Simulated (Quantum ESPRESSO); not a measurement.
Input of a Quantum ESPRESSO 7.5 run:

File pw.in:

```
&CONTROL
  calculation = 'scf'
  prefix = 'pwscf'
  outdir = './tmp'
  pseudo_dir = './pseudo'
  tprnfor = .true.
  tstress = .true.
  disk_io = 'low'
/
&SYSTEM
  ibrav = 0
  celldm(1) = 8
  nat = 5
  ntyp = 2
  ecutwfc = 55
  ecutrho = 440
  nbnd = 19
  occupations = 'smearing'
  smearing = 'fd'
  degauss = 0.00367493
/
&ELECTRONS
  conv_thr = 1d-09
  electron_maxstep = 120
  mixing_beta = 0.5
/
ATOMIC_SPECIES
Al    26.9815 Al.pbe-n-kjpaw_psl.1.0.0.UPF
O     15.9990 O.pbe-n-kjpaw_psl.0.1.UPF
CELL_PARAMETERS alat
  0.7127769492499   0.0000000000000   0.0000000000000
 -0.3563884746249   0.6172829452871   0.0000000000000
  0.0000000000000   0.0000000000000   1.7892484422360
ATOMIC_POSITIONS crystal
Al     0.0000000000    0.0000000000    0.7220490000
Al     0.0000000000    0.0000000000    0.2779510000
O      0.0000000000    0.0000000000    0.5000000000
O      0.6666666667    0.3333333333    0.8005460000
O      0.3333333333    0.6666666667    0.1994540000
K_POINTS automatic
10 10 4 0 0 0
```

The input bands.in:

```
&CONTROL
  calculation = 'bands'
  prefix = 'pwscf'
  outdir = './tmp'
  pseudo_dir = './pseudo'
  disk_io = 'low'
  verbosity = 'high'
/
&SYSTEM
  ibrav = 0
  celldm(1) = 8
  nat = 5
  ntyp = 2
  ecutwfc = 55
  ecutrho = 440
  nbnd = 19
  occupations = 'smearing'
  smearing = 'fd'
  degauss = 0.00367493
/
&ELECTRONS
  conv_thr = 1d-08
  electron_maxstep = 120
  mixing_beta = 0.5
  diago_full_acc = .true.
  startingwfc = 'random'
/
ATOMIC_SPECIES
Al    26.9815 Al.pbe-n-kjpaw_psl.1.0.0.UPF
O     15.9990 O.pbe-n-kjpaw_psl.0.1.UPF
CELL_PARAMETERS alat
  0.7127769492499   0.0000000000000   0.0000000000000
 -0.3563884746249   0.6172829452871   0.0000000000000
  0.0000000000000   0.0000000000000   1.7892484422360
ATOMIC_POSITIONS crystal
Al     0.0000000000    0.0000000000    0.7220490000
Al     0.0000000000    0.0000000000    0.2779510000
O      0.0000000000    0.0000000000    0.5000000000
O      0.6666666667    0.3333333333    0.8005460000
O      0.3333333333    0.6666666667    0.1994540000
K_POINTS crystal
60
 0.0000000000  0.0000000000  0.0000000000 1
 0.0625000000  0.0000000000  0.0000000000 1
 0.1250000000  0.0000000000  0.0000000000 1
 0.1875000000  0.0000000000  0.0000000000 1
 0.2500000000  0.0000000000  0.0000000000 1
 0.3125000000  0.0000000000  0.0000000000 1
 0.3750000000  0.0000000000  0.0000000000 1
 0.4375000000  0.0000000000  0.0000000000 1
 0.5000000000  0.0000000000  0.0000000000 1
 0.4583333333  0.0833333333  0.0000000000 1
 0.4166666667  0.1666666667  0.0000000000 1
 0.3750000000  0.2500000000  0.0000000000 1
 0.3333333333  0.3333333333  0.0000000000 1
 0.3000000000  0.3000000000  0.0000000000 1
 0.2666666667  0.2666666667  0.0000000000 1
 0.2333333333  0.2333333333  0.0000000000 1
 0.2000000000  0.2000000000  0.0000000000 1
 0.1666666667  0.1666666667  0.0000000000 1
 0.1333333333  0.1333333333  0.0000000000 1
 0.1000000000  0.1000000000  0.0000000000 1
 0.0666666667  0.0666666667  0.0000000000 1
 0.0333333333  0.0333333333  0.0000000000 1
 0.0000000000  0.0000000000  0.0000000000 1
 0.0000000000  0.0000000000  0.2500000000 1
 0.0000000000  0.0000000000  0.5000000000 1
 0.0500000000  0.0000000000  0.5000000000 1
 0.1000000000  0.0000000000  0.5000000000 1
 0.1500000000  0.0000000000  0.5000000000 1
 0.2000000000  0.0000000000  0.5000000000 1
 0.2500000000  0.0000000000  0.5000000000 1
 0.3000000000  0.0000000000  0.5000000000 1
 0.3500000000  0.0000000000  0.5000000000 1
 0.4000000000  0.0000000000  0.5000000000 1
 0.4500000000  0.0000000000  0.5000000000 1
 0.5000000000  0.0000000000  0.5000000000 1
 0.4666666667  0.0666666667  0.5000000000 1
 0.4333333333  0.1333333333  0.5000000000 1
 0.4000000000  0.2000000000  0.5000000000 1
 0.3666666667  0.2666666667  0.5000000000 1
 0.3333333333  0.3333333333  0.5000000000 1
 0.3055555556  0.3055555556  0.5000000000 1
 0.2777777778  0.2777777778  0.5000000000 1
 0.2500000000  0.2500000000  0.5000000000 1
 0.2222222222  0.2222222222  0.5000000000 1
 0.1944444444  0.1944444444  0.5000000000 1
 0.1666666667  0.1666666667  0.5000000000 1
 0.1388888889  0.1388888889  0.5000000000 1
 0.1111111111  0.1111111111  0.5000000000 1
 0.0833333333  0.0833333333  0.5000000000 1
 0.0555555556  0.0555555556  0.5000000000 1
 0.0277777778  0.0277777778  0.5000000000 1
 0.0000000000  0.0000000000  0.5000000000 1
 0.5000000000  0.0000000000  0.5000000000 1
 0.5000000000  0.0000000000  0.3333333333 1
 0.5000000000  0.0000000000  0.1666666667 1
 0.5000000000  0.0000000000  0.0000000000 1
 0.3333333333  0.3333333333  0.0000000000 1
 0.3333333333  0.3333333333  0.1666666667 1
 0.3333333333  0.3333333333  0.3333333333 1
 0.3333333333  0.3333333333  0.5000000000 1
```

Potentials or basis: SSSP 1.3 efficiency PBE.

Run with:

```console
$ OMP_NUM_THREADS=1 mpirun -n 2 pw.x -nk 2 -in pw.in > pw.out
$ OMP_NUM_THREADS=1 mpirun -n 2 pw.x -nk 2 -in bands.in > bands.out
```

Question: Predict the pressure.

Answer: 0.1 GPa.

Question: Estimate the band gap on the k mesh.

Answer: 2.31 eV, direct.

Question: What does it give for the band gap along the path?

Answer: 2.31 eV, direct.

Question: What does it give for the largest force?

Answer: 0.057 eV/Å.

Stress tensor (GPa, compression positive):
```
-0.24  0.00  0.00
 0.00 -0.24  0.00
 0.00  0.00  0.66
```

Caveat: some levels on the path didn't converge. PBE gaps usually lie below the measured ones, often by a third to a half.
